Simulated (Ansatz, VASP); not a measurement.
**Two plane-wave programs on Zr**

```xyz
2
Lattice="3.2285 0.0000 0.0000 -1.6142 2.7960 0.0000 0.0000 0.0000 5.1922" Properties=species:S:1:pos:R:3 pbc="T T T"
Zr    0.0000    1.8640    1.2980
Zr    1.6142    0.9320    3.8941
```

Alike in both runs: functional PBE; k mesh 15 × 15 × 8; occupations fermi-dirac, width 0.15 eV; no spin polarisation.

Ansatz relaxed the structure, and its values are those at the end. VASP's run is a single point on that final structure, the one shown.

```csv
,VASP,Ansatz
version,VASP 6.6.1,Ansatz 0.2.0
potentials or method,"VASP PAW PBE potentials, release 64 (Zr_sv)","scalar-relativistic, plane waves, PAW"
plane-wave cutoff (eV),520,420
valence electrons in the cell,24,24
```

|  | VASP | Ansatz | Ansatz less VASP |
| --- | --- | --- | --- |
| gap on the k mesh at the Fermi level (eV) | none | none | - |
| pressure (GPa) | 0.0 | 0.0 | -0.01 |

A gap of «none» marks a metal or a gap that the smearing closes.
